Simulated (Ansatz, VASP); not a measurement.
# One calculation of FeO (Wuestite), two programs

```
CELL_PARAMETERS angstrom
0.00000 2.15540 2.15540
2.15540 0.00000 2.15540
2.15540 2.15540 0.00000
ATOMIC_POSITIONS crystal
Fe 0.00000 0.00000 0.00000
O 0.50000 0.50000 0.50000
```

Alike in both runs: task relaxation of cell and atoms; functional RPBE; k mesh 11 × 11 × 11; occupations fermi-dirac, width 0.05 eV; collinear spin.

|  | VASP | Ansatz |
| --- | --- | --- |
| version | VASP 6.6.1 | Ansatz 0.2.0 |
| potentials or method | VASP PAW PBE potentials, release 64 (Fe, O) | Ansatz PAW |
| plane-wave cutoff (eV) | 600 | 420 |
| valence electrons in the cell | 14 | 22 |

Ansatz gave:

| Property | Result |
| --- | --- |
| net moment per atom (μB) | 2.00 |
| size of the moment on the site where the two differ most (μB) | 3.47 |
| relaxed volume (Å³/atom) | 10.32 |
| relaxed cell length with the largest relative difference (Å) | 3.079 |
| energy change over the relaxation (meV/atom) | -5 |

**Question.** Estimate VASP's values.

**Answer.** net moment per atom (μB): 2.00; size of the moment on the site where the two differ most (μB): 3.63; relaxed volume (Å³/atom): 10.31; relaxed cell length with the largest relative difference (Å): 3.078; energy change over the relaxation (meV/atom): -5.

Site moments also hang on the region over which each program counts them. The two sets of potentials don't hold the same shells in valence.

Caveats: a cell with one magnetic atom can't hold antiferromagnetic order, which such compounds often take; the PAW data sets were made with another functional, which shifts forces and pressure a little (VASP); the plane-wave basis is chosen anew once the cell has moved, so the energies of steps on either side of that aren't comparable (Ansatz); the pressure holds a Pulay correction of +0.6 GPa for the finite cutoff (Ansatz); the PAW data sets come from PBE, with cores solved anew for the run's functional, which leaves a small shift of forces and pressure (Ansatz). Zero-point motion and thermal expansion aren't in these numbers. RPBE and its kin give volumes clearly too large for solids.
